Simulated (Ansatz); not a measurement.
# Zr: how the settings move a single-point run

How sensitive is a single-point run of Zr to its settings? A reference run comes first, then one run with altered input.

Program: Ansatz 0.2.0. Level of theory: reference: DFT, PBE, all-electron PAW with datasets made for the crystal, scalar-relativistic. These are calculated values, not measurements.

## Step 1: Starting point

Symmetry: Fmmm, No. 69, orthorhombic system. Conventional cell: a = 3.620 Å, b = 5.068 Å, c = 5.171 Å, α = 90.00°, β = 90.00°, γ = 90.00°. Around Zr (site symmetry mmm) lie 8 Zr at 3.11 to 3.16 Å.

Structure file:

```
Zr
1.0
    -1.82810    1.82810    1.81000
     1.82810   -1.82810    1.81000
     1.79190    1.79190   -1.81000
Zr
1
Direct
  0.00000 0.00000 0.00000
```

## Step 2: Baseline

input.yaml reads:

```yaml
crystal:
  lattice:
    - [-1.8281, 1.8281, 1.81]
    - [1.8281, -1.8281, 1.81]
    - [1.7919, 1.7919, -1.81]
  atoms:
    - { symbol: Zr, position: [0.0, 0.0, 0.0] }
kpoints:
  mp_grid: { grid: [16, 16, 16] }
scf:
  occupations: { method: fermi_dirac, width: 0.03 }
hamiltonian:
  xc: pbe
  pseudopotentials: { kind: all_electron, datasets: crystal }
output:
  forces: true
  stress: true
  eigenvalues: true
  efg: { contact_densities: true }
```

Command:

```
$ ansatz run input.yaml --threads 1 --pin off --max-ram 2048MiB --backend cpu --events-out ev --progress --plain --runs-dir out
```

From the output:

```text
[...]
Basis set: ecut = 240 eV, 201 PW (Γ), exchange–correlation on 32×32×32 points (8 copies of the dense FFT grid, shifted against one another)
[...]
k-points: 621 of 4096
[...]
SCF iter   1: F=—  HF=-97927.097994 eV  |F-HF|=—  |Δ(HF+E_count)|=         —  Δρ=2.60e-2  dr2=2.25e-1  ethr=1.85e-3  ⟨swp⟩=2.8  Hψ=36941  notcnv=0
preconditioner: auto → none  [metal: Δε(μ)=0.006 eV  Ē_g=6.429 eV  σ=0.030 eV  W_gap=0.05  n_scr=2 (ndim 8)  ℏωp=15.2 eV  f_vac=0.000  D(μ)=1.86/eV (n_scr^D=18)  sad-step TF]
SCF iter   2: F=—  HF=-97927.038567 eV  |F-HF|=—  |Δ(HF+E_count)|=   5.94e-2  Δρ=1.51e-2  dr2=7.75e-2  ethr=1.85e-3  ⟨swp⟩=2.0  Hψ=18023  notcnv=0  defer=5
[...]
SCF iter   6: F=—  HF=-97927.020707 eV  |F-HF|=—  |Δ(HF+E_count)|=   3.50e-6  Δρ=5.15e-5  dr2=3.43e-7  ethr=1.25e-8  ⟨swp⟩=3.0  Hψ=14597  notcnv=0  defer=1
SCF iter   7: F=-97927.020707 eV  HF=-97927.020707 eV  |F-HF|=2.46e-9  |Δ(HF+E_count)|=   4.77e-8  Δρ=7.55e-6  dr2=1.11e-8  ethr=2.86e-9  ⟨swp⟩=3.0  Hψ=13276  notcnv=0  defer=1
[...]
SCF converged after 7 iterations
Free energy (F): -97927.020706 eV
[...]
E sigma→0 (E₀):  -97927.017629 eV
[...]
Fermi energy:    15.161434 eV
[...]
  P = ⅓ Tr σ = -3.1203 GPa (-31.203 kbar)
[...]
```

It took 24 s on 1 thread of Arm Neoverse V1, shared host; peak memory 0.58 GiB.

## Step 3: Variant: mp_grid.grid [11, 11, 11], mp_grid.shift [0.5, 0.5, 0.5]

input.yaml: that of step 2 with these lines changed.

```diff
@@ -8,3 +8,3 @@
 kpoints:
-  mp_grid: { grid: [16, 16, 16] }
+  mp_grid: { grid: [11, 11, 11], shift: [0.5, 0.5, 0.5] }
 scf:
```

Command:

```
$ ansatz run input.yaml --threads 1 --pin off --max-ram 2048MiB --backend cpu --events-out ev --progress --plain --runs-dir out
```

Log (excerpt; [...] marks lines left out):

```text
[...]
band count auto-derived: 11 (N_el = 12.0; filled up to band 6; 10 by the electrons, moments and atoms)
Zr: output.efg is read without spin–orbit coupling, which moves field gradients at and beside such atoms by some per cent and up to a factor of two; PAW files take it under magnetization.noncollinear and magnetization.spin_orbit
[...]
Pseudopotentials: kind: all_electron
Pseudopotential: Zr, paw, valence charge 12, recommended cutoff 240 eV (normal), Koelling and Harmon's equation, gaussian nucleus
Functional definition: PBE
[...]
Crystal: 1 atoms, lattice volume = 23.717 Å³
Basis set: ecut = 240 eV, 201 PW (Γ), exchange–correlation on 32×32×32 points (8 copies of the dense FFT grid, shifted against one another)
Bands: 11, of which v1, the nominal top of the filled ones, is band 6 counted from 1 (5 counted from 0)
Symmetry: 8 space group operations
Space group: Fmmm (ITA 69), of the structure as read, at distance tolerance 2.9e-5 Å
k-points: 216 of 1331
[...]
SCF iter   1: F=—  HF=-97927.096055 eV  |F-HF|=—  |Δ(HF+E_count)|=         —  Δρ=2.58e-2  dr2=2.22e-1  ethr=1.82e-3  ⟨swp⟩=2.8  Hψ=12857  notcnv=0
[...]
SCF iter   8: F=-97927.020428 eV  HF=-97927.020428 eV  |F-HF|=2.91e-10  |Δ(HF+E_count)|=   8.24e-9  Δρ=2.44e-6  dr2=6.67e-10  ethr=2.95e-10  ⟨swp⟩=2.1  Hψ=3764  notcnv=0  defer=1
[...]
SCF converged after 8 iterations
Free energy (F): -97927.020427 eV
[...]
E sigma→0 (E₀):  -97927.017381 eV
Entropy (-TS):   -0.006091 eV (-6.091 meV/atom)
Past the cutoff: the bands carry plane waves up to 1.75 times it, of which those up to 1.5 times it add -0.000277 eV an atom, each by itself; the spheres take 0.000178 eV an atom off the energy for waves past 1.75 times it
By the cutoff:   a pressure is off by up to 0.005 GPa (1.2 times the spheres' own share and the shells' term, over an atom's volume, and 0.004 GPa: a bound that held against runs at twice the plane waves)
Past the cutoffs: a stress includes 0.0009 GPa for waves and charges beyond them, in addition to the slope of what the spheres take
In the spheres:  the bands' charges fall short by 2.2e-6 e at most (sound up to 1e-3)
Fermi energy:    15.173908 eV
[...]
  The terms above E_closure are by the made datasets' own strengths, without shells solved beside the bands.
--- Forces (eV/Å), atoms counted from 1 ---
  atom   1  Zr     0.00000000    -0.00000000     0.00000000
[...]
--- Stress (GPa, compression-positive) ---
       -3.330939       0.680200       0.000000
        0.680200      -3.330939       0.000000
        0.000000       0.000000      -3.433759
  P = ⅓ Tr σ = -3.3652 GPa (-33.652 kbar)
--- PAW observables at the nuclei: V_zz in 10²¹ V/m², potentials from the cell's mean, atoms counted from 1 ---
  atom   1  Zr V_zz =    -0.948876   η = 0.8280   by run symmetry: allowed
            electrostatic potential = -5927.866285 V   contact ρ = 490601.143372 e/Å³
--- Band table (eV; the first three rows and the last of 216) ---
  k-point 0: bands = ["-33.3363", "-11.0158", "-10.9268", "-10.9040", "10.2404", "16.0244", "16.1532", "16.6757", "18.5000"]
[...]
```

Wall time 9.3 s (1 thread of Arm Neoverse V1, shared host); peak memory 0.37 GiB.

Changing the k-point mesh leaves the energy as it was (+0.3 meV/atom). Cost: 8 SCF cycles against 7, 9.3 s against 24 s.

## Step 4: Comparison

| run | ending | energy change | pressure (GPa) | gap (eV) | force (eV/Å) | cycles | time |
| --- | --- | --- | --- | --- | --- | --- | --- |
| reference | converged | 0 | -3.1 | 0.00 | 0.00 | 7 | 24 s |
| 1: mp_grid.grid [11, 11, 11], mp_grid.shift [0.5, 0.5, 0.5] | converged | +0.3 meV/atom | -3.4 | 0.00 | 0.00 | 8 | 9.3 s |

Residual by cycle in the longest SCF loop of each run; runs are numbered as in the table. The quantity is the density residual dr2, in eV.

```csv
cycle,reference,run 1
1,0.225,0.222
2,0.0775,0.0751
3,0.00358,0.00348
4,6.2e-5,6.5e-5
5,1.5e-6,2.0e-6
6,3.4e-7,4.4e-7
7,1.1e-8,3.5e-8
8,-,6.7e-10
```

What this shows: Changing the k-point mesh hardly moves the energy: +0.3 meV/atom. Cost: 8 SCF cycles against 7, 9.3 s against 24 s.
